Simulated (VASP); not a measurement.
# CuI (P4/nmm) in VASP: further runs

The runs below take CuI through relaxation of cell and atoms, with PBE+D3(BJ).

All numbers are computed with VASP 6.6.1; they aren't measurements. Logs are shortened: lines on timing, memory, paths and dates and some standing lists are left out, and cuts for length are marked.

## 1. The structure

Symmetry: P4/nmm, No. 129, tetragonal system. The conventional cell has a = 4.090 Å, b = 4.090 Å, c = 6.551 Å, α = 90.00°, β = 90.00°, γ = 90.00°. Around Cu (site symmetry -4m2) lie 4 I at 2.65 Å and 4 Cu at 2.89 Å. I (site symmetry 4mm) has 4 Cu at 2.65 Å as nearest neighbours.

Measurements of this composition are mostly on another form, of space group No. 216.

## 2. Relaxation of cell and atoms, PBE+D3(BJ)

File INCAR:

```
  ALGO = Normal
  EDIFF = 1E-6
  EDIFFG = -0.01
  ENCUT = 600
  GGA = PE
  IBRION = 2
  ISIF = 3
  ISMEAR = 0
  IVDW = 12
  LASPH = True
  LCHARG = False
  LREAL = False
  LWAVE = False
  NELM = 80
  NSW = 90
  PREC = Accurate
  SIGMA = 0.03
```

File KPOINTS:

```
k-points
0
Gamma
  8 8 4
```

File POSCAR:

```
CuI
1.0
    4.0901961900      0.0000000000      0.0000000000
    0.0000000000      4.0901961900      0.0000000000
    0.0000000000      0.0000000000      6.5514580400
Cu I
2 2
Direct
    0.5000000000      0.5000000000      0.0000000000
    0.0000000000      0.0000000000      0.0000000000
    0.5000000000      0.0000000000      0.2569656400
    0.0000000000      0.5000000000      0.7430343600
```

Potentials or basis: VASP PAW PBE potentials, release 64 (Cu, I).

On the command line:

```sh
cat potpaw_PBE.64/Cu/POTCAR potpaw_PBE.64/I/POTCAR > POTCAR
mpirun -np 1 vasp_std > vasp.out
```

OUTCAR:

```text
EDIFF = 1E-6
   EDIFFG = -0.01
   ENCUT = 600
   GGA = PE
   IBRION = 2
   ISIF = 3
   ISMEAR = 0
   IVDW = 12
   LASPH = True
   LREAL = False
   NELM = 80
   NSW = 90
   PREC = Accurate
 IVDW          = 12

 ion  position               nearest neighbor table
   1  0.500  0.500  0.000-   3 2.65   4 2.65   3 2.65   4 2.65
   2  0.000  0.000  0.000-   3 2.65   4 2.65   4 2.65   3 2.65
   3  0.500  0.000  0.257-   1 2.65   2 2.65   1 2.65   2 2.65
   4  0.000  0.500  0.743-   1 2.65   2 2.65   2 2.65   1 2.65

  LATTYP: Found a simple tetragonal cell.
 ALAT       =     4.0901961900
 C/A-ratio  =     1.6017466487

  Lattice vectors:

 A1 = (   4.0901961900,   0.0000000000,   0.0000000000)
 A2 = (   0.0000000000,   4.0901961900,   0.0000000000)
 A3 = (   0.0000000000,   0.0000000000,   6.5514580400)

Analysis of symmetry for initial positions (statically):
=====================================================================
 Subroutine PRICEL returns:
 Original cell was already a primitive cell.

 Routine SETGRP: Setting up the symmetry group for a
 simple tetragonal supercell.

 Subroutine GETGRP returns: Found 16 space group operations
 (whereof  8 operations were pure point group operations)
 out of a pool of 16 trial point group operations.

The static configuration has the point symmetry D_2d.
 The point group associated with its full space group is D_4h.

Analysis of symmetry for dynamics (positions and initial velocities):
=====================================================================
 Subroutine PRICEL returns:
 Original cell was already a primitive cell.

 Routine SETGRP: Setting up the symmetry group for a
 simple tetragonal supercell.

 Subroutine GETGRP returns: Found 16 space group operations
 (whereof  8 operations were pure point group operations)
 out of a pool of 16 trial point group operations.

The dynamic configuration has the point symmetry D_2d.
 The point group associated with its full space group is D_4h.

 Subroutine INISYM returns: Found 16 space group operations
 (whereof  8 operations are pure point group operations),
 and found     1 'primitive' translations

----------------------------------------------------------------------------------------

                                     Primitive cell

  volume of cell :     109.6040

  direct lattice vectors                    reciprocal lattice vectors
     4.090196190  0.000000000  0.000000000     0.244487050  0.000000000  0.000000000
     0.000000000  4.090196190  0.000000000     0.000000000  0.244487050  0.000000000
     0.000000000  0.000000000  6.551458040     0.000000000  0.000000000  0.152637778

  length of vectors
     4.090196190  4.090196190  6.551458040     0.244487050  0.244487050  0.152637778

  position of ions in fractional coordinates (direct lattice)
     0.500000000  0.500000000  0.000000000
     0.000000000  0.000000000  0.000000000
     0.500000000  0.000000000  0.256965640
     0.000000000  0.500000000  0.743034360

  ion indices of the primitive-cell ions
   primitive index   ion index
                 1           1
                 2           2
                 3           3
                 4           4

----------------------------------------------------------------------------------------

 KPOINTS: k-points

Automatic generation of k-mesh.
 Grid dimensions read from file:
 generate k-points for:    8    8    4

 Generating k-lattice:

  Cartesian coordinates                     Fractional coordinates (reciprocal lattice)
     0.030560881  0.000000000  0.000000000     0.125000000  0.000000000  0.000000000
     0.000000000  0.030560881  0.000000000     0.000000000  0.125000000  0.000000000
     0.000000000  0.000000000  0.038159445     0.000000000  0.000000000  0.250000000

  Length of vectors
     0.030560881  0.030560881  0.038159445

  Shift w.r.t. Gamma in fractional coordinates (k-lattice)
     0.000000000  0.000000000  0.000000000

 Subroutine IBZKPT returns following result:
 ===========================================

 Found     45 irreducible k-points:

 Following reciprocal coordinates:
            Coordinates               Weight
  0.000000  0.000000  0.000000      1.000000
  0.125000  0.000000  0.000000      4.000000
  0.250000  0.000000  0.000000      4.000000
  0.375000  0.000000  0.000000      4.000000
  0.500000  0.000000  0.000000      2.000000
  0.125000  0.125000  0.000000      4.000000
[... 16 lines left out ...]
  0.375000  0.125000  0.250000     16.000000
  0.500000  0.125000  0.250000      8.000000
 [... further k-points ...]
   k-points           NKPTS =     45   k-points in BZ     NKDIM =     45   number of bands    NBANDS=     22
   number of dos      NEDOS =    301   number of ions     NIONS =      4
   total plane-waves  NPLWV =  69984
   dimension x,y,z NGX =    36 NGY =   36 NGZ =   54
   dimension x,y,z NGXF=    72 NGYF=   72 NGZF=  108
   ions per type =               2   2
   NGX,Y,Z   is equivalent  to a cutoff of  14.63, 14.63, 13.70 a.u.
   NGXF,Y,Z  is equivalent  to a cutoff of  29.26, 29.26, 27.41 a.u.
 SYSTEM =  unknown system
   PREC   = accura    normal or accurate (medium, high low for compatibility)
   ISTART =      0    job   : 0-new  1-cont  2-samecut
   ICHARG =      2    charge: 1-file 2-atom 10-const
   ISPIN  =      1    spin polarized calculation?
   LNONCOLLINEAR =      F non collinear calculations
   LSORBIT =      F    spin-orbit coupling
   LASPH  =      T    aspherical Exc in radial PAW
   ENCUT  =  600.0 eV  44.10 Ry    6.64 a.u.   8.17  8.17 13.08*2*pi/ulx,y,z
   NELM   =     80;   NELMIN=  2; NELMDL= -5     # of ELM steps
   EDIFF  = 0.1E-05   stopping-criterion for ELM
   LREAL  =      F    real-space projection
   EDIFFG = -.1E-01   stopping-criterion for IOM
   NSW    =     90    number of steps for IOM
   IBRION =      2    ionic relax: 0-MD 1-quasi-New 2-CG
   NFREE  =      1    steps in history (QN), initial steepest desc. (CG)
   ISIF   =      3    stress and relaxation
   ISYM   =      2    0-nonsym 1-usesym 2-fastsym
   POTIM  = 0.5000    time-step for ionic-motion
   TEBEG  =    0.0;   TEEND  =   0.0 temperature during run
   PSTRESS=    0.0 pullay stress
   NELECT =      36.0000    total number of electrons
   NUPDOWN=      -1.0000    fix difference up-down
   EMIN   =  10.00;   EMAX   =-10.00  energy-range for DOS
   EFERMI =   0.00;   METHOD = LEGACY
   ISMEAR =     0;   SIGMA  =   0.03  broadening in eV -4-tet -1-fermi 0-gaus
   EFERMI_NEDOS =   21; number of points for ismear=-14 and -15
   IALGO  =     38    algorithm
   IMIX   =      4    mixing-type and parameters
     AMIX     =   0.40;   BMIX     =  1.00
     AMIX_MAG =   1.60;   BMIX_MAG =  1.00
  volume/ion in A,a.u.               =      27.40       184.91
  Fermi-wavevector in a.u.,A,eV,Ry     =   1.129536  2.134514 17.359028  1.275853
  Thomas-Fermi vector in A             =   2.266230
   LORBIT       =      0    0 simple, 1 ext, 2 COOP (PROOUT), +10 PAW based schemes
   GGA     = PE    functional components
   LHFCALC =     F    Hartree Fock is set to
   AEXX    =    0.0000 exact exchange contribution
   IVDW    =    12    specifies the selected vdW correction
   LEPSILON=     F    determine dielectric tensor
   LRPA    =     F    only Hartree local field effects (RPA)
 conjugate gradient relaxation of ions
 non-spin polarized calculation
 Gauss-broadening in eV      SIGMA  =   0.03
  energy-cutoff  :      600.00
  volume of cell :      109.60
 maximum number of plane-waves:      3684
 NGX is ok and might be reduce to    36
   NGX = 17   NGY = 17   NGZ = 27

--------------------------------------- Ionic step        1  -------------------------------------------

 number of electron      35.9999985 magnetization

 Free energy of the ion-electron system (eV)
  ---------------------------------------------------
  ext. energy  EPLUGINS =         0.00000000
  ---------------------------------------------------
  free energy    TOTEN  =       -11.08384991 eV

  energy without entropy =      -11.08384991  energy(sigma->0) =      -11.08384991

------------------------ aborting loop because EDIFF is reached ----------------------------------------

 Edisp (eV)   -1.39628

 E8    (eV) :    -0.6118

  FORCE on cell =-STRESS in cart. coord.  units (eV):
  Direction    XX          YY          ZZ          XY          YZ          ZX
  --------------------------------------------------------------------------------------
  -------------------------------------------------------------------------------------
  Total      -0.58814    -0.58814    -0.26103     0.00000     0.00000     0.00000
  in kB      -8.59735    -8.59735    -3.81566     0.00000     0.00000     0.00000
  external pressure =       -7.00 kB  Pullay stress =        0.00 kB
[... 103 lines left out ...]
  FREE ENERGIE OF THE ION-ELECTRON SYSTEM (eV)
  ---------------------------------------------------
  free  energy   TOTEN  =       -12.4929068063 eV

  energy  without entropy=      -12.4929068063  energy(sigma->0) =      -12.49290681

 E-fermi :   5.2115     XC(G=0):  -9.3526

 val. band max:        5.0872299784   @ k =   0.0000   0.0000   0.0000
 cond. band min:       6.6320918558   @ k =   0.0000   0.0000   0.0000
 fundamental gap:      1.5448618774
 Fermi energy:         5.2114699842

 k-point     1 :       0.0000    0.0000    0.0000
  band No.  band energies     occupation
      1      -8.9846      2.00000
      2      -8.1728      2.00000
      3      -0.9901      2.00000
      4       1.2996      2.00000
      5       1.4968      2.00000
      6       1.4968      2.00000
[... 574 lines left out ...]
      6       1.0648      2.00000
[... 14 lines left out ...]
     21      10.0837      0.00000
     22      10.0837      0.00000

 [... further k-points ...]

[... ionic steps 4 to 28 ...]

--------------------------------------- Ionic step       29  -------------------------------------------

 number of electron      35.9999993 magnetization

------------------------ aborting loop because EDIFF is reached ----------------------------------------

 Edisp (eV)   -1.51856

 E8    (eV) :    -0.6660
[... 73 lines left out ...]
  energy  without entropy=      -12.5233096828  energy(sigma->0) =      -12.52330968

--------------------------------------- Ionic step       31  -------------------------------------------

 number of electron      35.9999994 magnetization

 Free energy of the ion-electron system (eV)
  ---------------------------------------------------
  ext. energy  EPLUGINS =         0.00000000
  ---------------------------------------------------
  free energy    TOTEN  =       -11.00302281 eV

  energy without entropy =      -11.00302281  energy(sigma->0) =      -11.00302281

 E-fermi :   5.4225     XC(G=0):  -9.4516

 val. band max:        5.2958539515   @ k =   0.0000   0.0000   0.0000
 cond. band min:       6.8376110527   @ k =   0.0000   0.0000   0.0000
 fundamental gap:      1.5417571012
 Fermi energy:         5.4224619649

 k-point     1 :       0.0000    0.0000    0.0000
  band No.  band energies     occupation
      1      -8.8583      2.00000
      2      -7.9894      2.00000
      3      -0.8662      2.00000
      4       1.4802      2.00000
      5       1.6591      2.00000
      6       1.6591      2.00000
[... 574 lines left out ...]
      6       1.2284      2.00000
[... 14 lines left out ...]
     21      10.2649      0.00000
     22      10.2649      0.00000

 [... further k-points ...]

------------------------ aborting loop because EDIFF is reached ----------------------------------------

 Edisp (eV)   -1.52029

 E8    (eV) :    -0.6667

  FORCE on cell =-STRESS in cart. coord.  units (eV):
  Direction    XX          YY          ZZ          XY          YZ          ZX
  --------------------------------------------------------------------------------------
  -------------------------------------------------------------------------------------
  Total      -0.00395    -0.00395    -0.03830     0.00000     0.00000     0.00000
  in kB      -0.06265    -0.06265    -0.60733     0.00000     0.00000     0.00000
  external pressure =       -0.24 kB  Pullay stress =        0.00 kB
[... 19 lines left out ...]
  FREE ENERGIE OF THE ION-ELECTRON SYSTEM (eV)
  ---------------------------------------------------
  free  energy   TOTEN  =       -12.5233099691 eV

  energy  without entropy=      -12.5233099691  energy(sigma->0) =      -12.52330997

 reached required accuracy - stopping structural energy minimisation
```

Run time: 24 min. Hardware: 1 thread of Intel Xeon Platinum 8488C (Sapphire Rapids), shared host; peak memory 0.37 GiB.

Results:

| Item | Value |
| --- | --- |
| Free energy | -12.5233 eV |
| Relaxed volume | 25.26 Å³/atom |
| Relaxed cell | a = 4.021 Å, b = 4.021 Å, c = 6.249 Å, α = 90.00°, β = 90.00°, γ = 90.00° |
| Space group after relaxing (to 0.05 Å) | P4/nmm (No. 129) |
| Energy gained by relaxing | 10.8 meV/atom |
| Ionic steps | 31 |
| Pressure after relaxing | 0.0 GPa |
| Band gap on the k mesh | 1.54 eV, direct |
| Dispersion energy per atom | -0.380 eV |

Step by step:
| step | energy change (eV) | largest force (eV/Å) | pressure (GPa) | volume (Å³) |
| --- | --- | --- | --- | --- |
| 1 | 0.0000 | 0.1523 | -0.70 | 109.60 |
| 2 | -0.0097 | 0.2404 | -0.22 | 107.71 |
| 3 | -0.0128 | 0.2969 | 0.15 | 106.56 |
| 4 | -0.0118 | 0.4149 | 0.97 | 104.27 |
| 5 | -0.0135 | 0.3433 | 0.48 | 105.63 |
| 6 | -0.0190 | 0.2935 | 0.42 | 105.14 |
| 7 | -0.0286 | 0.1530 | 0.30 | 103.80 |
| 8 | -0.0217 | 0.1316 | -0.03 | 101.15 |
| 9 | -0.0302 | 0.0735 | 0.11 | 103.07 |
| 10 | -0.0303 | 0.0602 | 0.09 | 102.93 |
| 11 | -0.0322 | 0.0386 | -0.09 | 103.04 |
| 12 | -0.0347 | 0.0028 | -0.23 | 103.23 |
| 13 | -0.0366 | 0.0693 | -0.65 | 103.60 |
| 14 | -0.0377 | 0.0558 | -0.65 | 103.41 |
| 15 | -0.0402 | 0.0153 | -0.49 | 102.84 |
| 16 | -0.0420 | 0.0674 | -0.02 | 101.68 |
| 17 | -0.0420 | 0.0572 | -0.04 | 101.83 |
| 18 | -0.0420 | 0.0485 | -0.08 | 101.95 |
| 19 | -0.0420 | 0.0518 | -0.14 | 101.90 |
| 20 | -0.0420 | 0.0546 | -0.14 | 101.86 |
| 21 | -0.0422 | 0.0563 | -0.04 | 101.73 |
| 22 | -0.0426 | 0.0555 | 0.04 | 101.42 |
| 23 | -0.0428 | 0.0571 | 0.18 | 100.79 |
| 24 | -0.0430 | 0.0340 | 0.12 | 100.80 |
| 25 | -0.0431 | 0.0070 | 0.04 | 100.81 |
| 26 | -0.0431 | 0.0054 | 0.07 | 100.85 |
| 27 | -0.0432 | 0.0022 | 0.12 | 100.98 |
| 28 | -0.0431 | 0.0050 | -0.13 | 101.25 |
| 29 | -0.0432 | 0.0015 | -0.20 | 101.14 |
| 30 | -0.0432 | 0.0010 | -0.14 | 101.06 |
| 31 | -0.0432 | 0.0019 | -0.02 | 101.03 |

Final structure:
```
Cu I
1.0
     4.02091    0.00000    0.00000
     0.00000    4.02091    0.00000
     0.00000    0.00000    6.24898
Cu I
2 2
Direct
  0.50000 0.50000 0.00000
  0.00000 0.00000 0.00000
  0.50000 0.00000 0.27548
  0.00000 0.50000 0.72452
```

Caveat: spin-orbit coupling is left out, which moves the levels of the heavy elements.

## 3. Relaxation of cell and atoms, PBE+D3(BJ)

This run uses another cell than the first one, of 25.26 Å³/atom, 0.922 times its volume.

INCAR: that of step 2 with these lines changed.

```diff
@@ -1,4 +1,4 @@
   ALGO = Normal
-  EDIFF = 1E-6
-  EDIFFG = -0.01
+  EDIFF = 1E-7
+  EDIFFG = -0.005
   ENCUT = 600
```

KPOINTS is that of step 2.

File POSCAR:

```
CuI                                     
1.0
    4.0209063342      0.0000000000     -0.0000000000
    0.0000000000      4.0209063342      0.0000000000
    0.0000000000      0.0000000000      6.2489786923
  Cu              I             
     2     2
Direct
     0.5000000000000000    0.5000000000000000    0.0000000000000000
     0.0000000000000000    0.0000000000000000    0.0000000000000000
     0.5000000000000000    0.0000000000000000    0.2754834616747548
     0.0000000000000000    0.5000000000000000    0.7245165383252450
```

Potentials or basis: VASP PAW PBE potentials, release 64 (Cu, I).

On the command line:

```sh
cat potpaw_PBE.64/Cu/POTCAR potpaw_PBE.64/I/POTCAR > POTCAR
mpirun -np 1 vasp_std > vasp.out
```

It took 7.5 min on 1 thread of Intel Xeon Platinum 8488C (Sapphire Rapids), shared host; peak memory 0.31 GiB.

It converged, with:

```
Free energy                            : -12.5223 eV
Relaxed volume                         : 25.17 Å³/atom
Relaxed cell                           : a = 4.023 Å, b = 4.023 Å, c = 6.223 Å, α = 90.00°, β = 90.00°, γ = 90.00°
Space group after relaxing (to 0.05 Å) : P4/nmm (No. 129)
Energy gained by relaxing              : 0.0 meV/atom
Ionic steps                            : 15
Pressure after relaxing                : 0.0 GPa
Largest force after relaxing           : 0.004 eV/Å
Band gap on the k mesh                 : 1.54 eV, direct
Dispersion energy per atom             : -0.381 eV
```

Forces in eV/Å, atoms in the order of the input:
```
Cu   0.000  0.000  0.000
Cu   0.000  0.000  0.000
I    0.000  0.000  0.004
I    0.000  0.000 -0.004
```

Final structure:
```
CELL_PARAMETERS angstrom
4.02256 0.00000 0.00000
0.00000 4.02256 0.00000
0.00000 0.00000 6.22294
ATOMIC_POSITIONS crystal
Cu 0.50000 0.50000 0.00000
Cu 0.00000 0.00000 0.00000
I 0.50000 0.00000 0.27620
I 0.00000 0.50000 0.72380
```

Levels at points of the mesh, in eV from the valence-band top:
```csv
k point,band 14,band 15,band 16,band 17,band 18,band 19,band 20,band 21,band 22
"(0.00, 0.00, 0.00)",-1.52,-1.26,-1.01,0.00,0.00,1.54,3.09,3.41,4.74
"(0.50, 0.00, 0.00)",-2.03,-1.30,-1.30,-0.58,-0.58,3.80,3.80,4.70,4.70
"(0.50, 0.50, 0.00)",-1.81,-1.80,-1.80,-1.21,-1.21,2.34,2.34,2.52,2.52
"(0.00, 0.00, 0.50)",-1.38,-1.38,-1.26,-0.51,-0.51,3.43,3.54,3.63,4.14
"(0.50, 0.00, 0.50)",-2.03,-0.80,-0.80,-0.54,-0.54,2.08,2.08,5.22,5.22
"(0.50, 0.50, 0.50)",-1.92,-1.80,-1.80,-1.07,-1.07,4.12,4.12,4.20,4.20
```

Caveat: spin-orbit coupling is left out, which moves the levels of the heavy elements.
